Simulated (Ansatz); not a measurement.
# From the elastic tensor of Si at 8 GPa (stress–strain coefficients) to moduli and sound speeds

The calculation used DFT LDA, scalar-relativistic, plane waves, PAW in Ansatz. Settings: 420 eV plane-wave cutoff, Γ-centred 12×12×6 mesh, Gaussian smearing of 0.01 eV. No spin polarisation.

The structure is hexagonal, space group P6_3/mmc (No. 194). The conventional cell has a = 3.710 Å, b = 3.710 Å, c = 6.150 Å, α = 90.00°, β = 90.00°, γ = 120.00°. Around Si (site symmetry 3m) lie 4 Si at 2.28 to 2.30 Å.

Other phases may be more stable at this pressure. The bands were filled as in an insulator; under compression the gap may have closed between mesh points.

Relaxed-ion constants (GPa, on the Cartesian axes of the calculation):
```
225.0  85.9  69.4   0.0   0.0   0.0
 85.9 225.0  69.4   0.0   0.0   0.0
 69.4  69.4 259.3   0.0   0.0   0.0
  0.0   0.0   0.0  46.0   0.0   0.0
  0.0   0.0   0.0   0.0  46.0   0.0
  0.0   0.0   0.0   0.0   0.0  69.5
```

Density 2.545 g/cm³; 4 atoms in 73.31 Å³.

The values that follow are for a polycrystal of randomly turned grains, by Hill's mean where one number stands.

With S = C⁻¹: B_V = (C11+C22+C33+2(C12+C13+C23))/9, G_V = (C11+C22+C33−C12−C13−C23+3(C44+C55+C66))/15, 1/B_R = S11+S22+S33+2(S12+S13+S23), 15/G_R = 4(S11+S22+S33−S12−S13−S23)+3(S44+S55+S66); Hill is their mean. Then v_l = √((B+4G/3)/ρ), v_t = √(G/ρ), v_m = [(2/v_t³+1/v_l³)/3]^(−1/3) and Θ = (ħ/k_B)·v_m·(6π²n/V)^(1/3) for n atoms in the volume V; E = 9BG/(3B+G), ν = (3B−2G)/(2(3B+G)) and A^U = 5G_V/G_R + B_V/B_R − 6.

```
Bulk modulus, Voigt / Reuss / Hill          : 128.7 / 128.6 / 128.7 GPa
Shear modulus, Voigt / Reuss / Hill         : 64.6 / 60.1 / 62.4 GPa
Young's modulus                             : 161 GPa
Poisson ratio                               : 0.291
Pugh ratio B/G                              : 2.06
Universal anisotropy index                  : 0.37
Longitudinal and transverse sound speeds    : 9124 and 4951 m/s
Debye temperature from the mean sound speed : 624 K
```

This form isn't the element's structure at ambient conditions.

Cost: 1 run of about 5.6 core-minutes, on Arm Neoverse N1 (shared hosts).

The tetrahedral network is stiffest along c, with C33 at 259.3 GPa against 225.0 GPa for C11, while shear between the basal layers (C44, 46.0 GPa) is clearly softer than shear within them (C66, 69.5 GPa). This fits hexagonal diamond: one bond of each atom lies along c and takes axial strain directly, whereas sliding the puckered layers over one another mainly bends bond angles, which costs less than stretching bonds. The near-equal Voigt and Reuss bulk moduli show that the anisotropy lies almost wholly in shear.

The Pugh ratio of 2.06 would conventionally suggest ductility, but that reading is unsafe for a directionally bonded solid, where dislocation motion must break and re-form covalent bonds. The ratio is probably raised by compression, which typically stiffens tetrahedral silicon against volume change much more than against shear. The tensor meets the elastic stability conditions for homogeneous strain at this pressure, but does not exclude phonon instabilities at finite wavevector.
